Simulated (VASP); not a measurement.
CdSe (distorted CsCl), PBEsol single-point calculation: Ansatz's output and VASP's

```xyz
2
Lattice="3.5709 -0.0120 0.0551 -0.0120 3.4209 0.0710 0.0551 0.0710 3.5369" Properties=species:S:1:pos:R:3 pbc="T T T"
Cd    0.1913    0.1839    0.0655
Se    1.4880    1.6773    1.5976
```

Ansatz printed

```
SCF 1 converged in 6 iterations: F = -13608.182288 eV  dr2 = 1.89e-8
  greatest PAW one-centre occupation: 1.000 electrons in one spin orbital (limit 2), on the Cd atom at site 0 (counted from 0), in its partial waves of l = 0
SCF converged after 6 iterations
Free energy (F): -13608.182288 eV
Harris-Foulkes:  -13608.182288 eV  (|F-HF|=9.48e-9)
Internal energy: -13608.181545 eV  (E = F + TS)
E sigma→0 (E₀):  -13608.181917 eV
Entropy (-TS):   -0.000742 eV (-0.371 meV/atom)
Fermi energy:    12.147792 eV
--- Per-component energies (eV) ---
  E_band       = -756.606629
  E_kinetic    = 625.617162
  E_local      = -5289.359888  (includes V_loc(G=0)·N_el)
  E_nonlocal   = -555.635238
  E_hartree    = 2552.503355
  E_xc         = -279.478384
  E_vxc        = -320.009216  (∫ρ·V_xc dr)
  E_paw        = -5881.939696  (= ΣΔE_a)
  E_vpaw       = -322.226368  (= ΣTr[D̂ρ^β])
  E_aug_tail   = -0.000588  (compensation charges beyond the density's cutoff)
  E_ewald      = -4781.238678
  E_core_change = 1.350410  (= ΣΔE_core)
  E_smearing   = -0.000742  (= −TS)
  E_closure    = 0.000000  (closes the sum)
  Σ components = -13608.182288   (vs F -13608.182288, Δ=0.00e0)
--- Forces (eV/Å), atoms counted from 1 ---
  atom   1  Cd    -0.64368138    -0.58602603    -0.59583026
  atom   2  Se     0.64372652     0.58605556     0.59583214
  max |Σ_I F_I| component: 4.51e-5 eV/Å
--- Stress (GPa, compression-positive) ---
        4.554355       3.913079       5.061209
        3.913078       7.125381       3.863646
        5.061208       3.863646       7.980569
  P = ⅓ Tr σ = 6.5534 GPa (65.534 kbar)
--- Band table (eV; the first three rows and the last of 112) ---
  k-point 0: bands = ["-90.4986", "-51.6178", "-51.5941", "-51.5819", "-35.3524", "-35.3479", "-35.3377", "-35.3137", "-35.3128", "-2.0560", "3.0432", "3.0722", "3.4170", "3.5607", "3.6336", "10.3779", "10.7642", "11.1979", "11.2467", "16.8877", "17.8112", "23.4443"]
  k-point 1: bands = ["-90.4986", "-51.6179", "-51.5943", "-51.5824", "-35.3523", "-35.3479", "-35.3377", "-35.3136", "-35.3127", "-1.8734", "3.0628", "3.1311", "3.3916", "3.5368", "3.6129", "8.4126", "11.0682", "11.4329", "12.4954", "17.4825", "18.4623", "21.9003"]
  k-point 2: bands = ["-90.4985", "-51.6180", "-51.5948", "-51.5831", "-35.3522", "-35.3478", "-35.3377", "-35.3136", "-35.3123", "-1.4523", "3.0891", "3.2122", "3.3761", "3.4850", "3.6059", "6.4805", "11.3645", "11.9044", "13.8984", "17.7242", "18.3312", "20.3659"]
  k-point 111: bands = ["-90.4982", "-51.6204", "-51.5981", "-51.5853", "-35.3511", "-35.3469", "-35.3382", "-35.3140", "-35.3109", "-0.1600", "2.9600", "2.9866", "3.5623", "3.7622", "3.8220", "8.7983", "9.2949", "9.8688", "13.1681", "13.5817", "14.2285", "14.8229"]
```

The two codes use different PAW datasets and cutoffs. VASP's cell holds 18 valence electrons and Ansatz's 36. Ansatz's stress includes a Pulay correction; VASP's doesn't.

Task: What does VASP give for the same cell and level of theory?

Result: gap between bands v and c on the k mesh -1.05 eV (bands overlap: a metal); least direct gap on the k mesh 0.05 eV; pressure 7.1 GPa; largest force 1.13 eV/Å.

From OUTCAR

```
k-points           NKPTS =    112   k-points in BZ     NKDIM =    112   number of bands    NBANDS=     16

   NELECT =      18.0000    total number of electrons

   dimension x,y,z NGX =    28 NGY =   28 NGZ =   28
   dimension x,y,z NGXF=    56 NGYF=   56 NGZF=   56

  energy-cutoff  :      520.00
  volume of cell :       43.18
      direct lattice vectors                 reciprocal lattice vectors
     3.570900000 -0.012000000  0.055100000     0.280112721  0.001073609 -0.004385320
    -0.012000000  3.420900000  0.071000000     0.001073609  0.292446690 -0.005887322
     0.055100000  0.071000000  3.536900000    -0.004385320 -0.005887322  0.282919967

 k-points in reciprocal lattice and weights: KPOINTS created by Atomic Simulation Env
   0.00000000  0.00000000  0.00000000       0.005
   0.16666667  0.00000000 -0.00000000       0.009
   0.33333333 -0.00000000 -0.00000000       0.009
   0.50000000 -0.00000000 -0.00000000       0.005
   0.00000000  0.16666667  0.00000000       0.009
   0.16666667  0.16666667 -0.00000000       0.009
   0.33333333  0.16666667 -0.00000000       0.009
   0.50000000  0.16666667  0.00000000       0.009
   ...

 E-fermi :   3.6420

 k-point     1 :       0.0000    0.0000    0.0000
  band No.  band energies     occupation
      1     -10.5736      2.00000
      2      -5.4753      2.00000
      3      -5.4467      2.00000
      4      -5.1022      2.00000
      5      -4.9571      2.00000
      6      -4.8833      2.00000
      7       1.8643      2.00000
      8       2.2551      2.00000
      9       2.6877      2.00000
     10       2.7380      2.00000
     11       8.3690      0.00000
     12       9.2899      0.00000
     13      14.9250      0.00000
     14      15.4108      0.00000
     15      15.9543      0.00000
     16      16.9771      0.00000

 k-point     2 :       0.1667    0.0000   -0.0000
  band No.  band energies     occupation
      1     -10.4082      2.00000
      2      -5.4564      2.00000
      3      -5.3863      2.00000
      4      -5.1255      2.00000
      5      -5.0035      2.00000
      6      -4.8931      2.00000
      7       0.0323      2.00000
      8       2.4297      2.00000
      9       2.8753      2.00000
     10       4.1025      0.00000
     11       9.2069      0.00000
     12       9.4918      0.00000
     13      13.3961      0.00000
     14      13.9433      0.00000
     15      14.6096      0.00000
     16      17.2114      0.00000

 k-point     3 :       0.3333   -0.0000   -0.0000
  band No.  band energies     occupation
      1     -10.0309      2.00000
      2      -5.4256      2.00000
      3      -5.2890      2.00000
      4      -5.1558      2.00000
      5      -5.0939      2.00000
      6      -4.8973      2.00000
      7      -1.8056      2.00000
      8       2.8567      2.00000
      9       3.3131      2.00000
     10       5.3911      0.00000
     11       9.0072      0.00000
     12       9.8886      0.00000
     13      11.6033      0.00000
     14      12.2623      0.00000
     15      15.0193      0.00000
     16      15.6617      0.00000

 k-point     4 :       0.5000   -0.0000   -0.0000
  band No.  band energies     occupation
      1      -9.8104      2.00000
      2      -5.4108      2.00000
      3      -5.2622      2.00000
      4      -5.1614      2.00000
      5      -5.1371      2.00000
      6      -4.8930      2.00000
      7      -2.5318      2.00000
      8       3.0935      2.00000
      9       3.5570      1.97182
     10       6.4796      0.00000
     11       7.7000      0.00000
     12      10.2399      0.00000
     13      10.8100      0.00000
     14      11.5446      0.00000
     15      14.1995      0.00000
     16      18.3855      0.00000

 k-point     5 :       0.0000    0.1667    0.0000
  band No.  band energies     occupation
      1     -10.3627      2.00000
      2      -5.4236      2.00000
      3      -5.3952      2.00000
      4      -5.1349      2.00000
      5      -4.9791      2.00000
      6      -4.9261      2.00000
      7       0.1429      2.00000
      8       2.5202      2.00000
      9       2.6183      2.00000
     10       3.9059      0.00000
     11       8.7100      0.00000
     12      10.4378      0.00000
     13      13.3705      0.00000
     14      14.0323      0.00000
     15      14.4904      0.00000
     16      17.0765      0.00000

 k-point     6 :       0.1667    0.1667   -0.0000
  band No.  band energies     occupation
      1     -10.2034      2.00000
      2      -5.4048      2.00000
      3      -5.3314      2.00000
      4      -5.1529      2.00000
      5      -5.0236      2.00000
      6      -4.9416      2.00000
      7      -0.1774      2.00000
      8       1.4017      2.00000
      9       2.7131      2.00000
     10       5.1822      0.00000
     11       9.1197      0.00000
     12      10.5821      0.00000
     13      12.3339      0.00000
     14      13.1629      0.00000
     15      14.8510      0.00000
     16      16.0989      0.00000

 ...

  Total        1.3393846      2.0999872      2.3151264      1.0898831      1.0587611      1.4028533
  in kB       49.7011619     77.9251926     85.9084596     40.4427933     39.2879374     52.0563225
  external PRESSURE =      71.1782714 kB  Pullay stress =       0.0000000 kB

 POSITION                                       TOTAL-FORCE (eV/Angst)
 -----------------------------------------------------------------------------------
      0.19131      0.18390      0.06547        -0.695265     -0.619783     -0.632308
      1.48799      1.67726      1.59762         0.695265      0.619783      0.632308
 -----------------------------------------------------------------------------------
    total drift:                               -0.000159     -0.000027      0.000004

  FREE ENERGIE OF THE ION-ELECTRON SYSTEM (eV)
  ---------------------------------------------------
  free  energy   TOTEN  =        -4.9394322711 eV

  energy  without entropy=       -4.9387141697  energy(sigma->0) =       -4.93907322
```
